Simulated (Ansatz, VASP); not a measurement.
Ag in VASP and in Ansatz

```
CELL_PARAMETERS angstrom
2.92230 0.00000 0.00000
-1.46115 2.53079 0.00000
0.00000 0.00000 4.70166
ATOMIC_POSITIONS crystal
Ag 0.33333 0.66667 0.25000
Ag 0.66667 0.33333 0.75000
```

This isn't the form of Ag at room conditions, which is fcc.

Alike in both runs: task relaxation of cell and atoms; functional PBE; k mesh 18 × 18 × 10; occupations gaussian, width 0.1 eV; no spin polarisation.

```csv
,VASP,Ansatz
version,VASP 6.6.1,Ansatz 0.2.0
potentials or method,"VASP PAW PBE potentials, release 64 (Ag)","scalar-relativistic, plane waves, PAW"
plane-wave cutoff (eV),600,420
valence electrons in the cell,22,38
```

```csv
,VASP,Ansatz,Ansatz less VASP
"gap on the k mesh at the Fermi level, each at its own relaxed structure (eV)",none,none,-
relaxed volume (Å³/atom),17.85,17.89,+0.039
relaxed cell length with the largest relative difference (Å),2.932,2.935,+0.0028
energy change over the relaxation (meV/atom),-5,-5,-0.5
```

A gap of «none» marks a metal or a gap that the smearing closes. The two sets of potentials don't hold the same shells in valence.
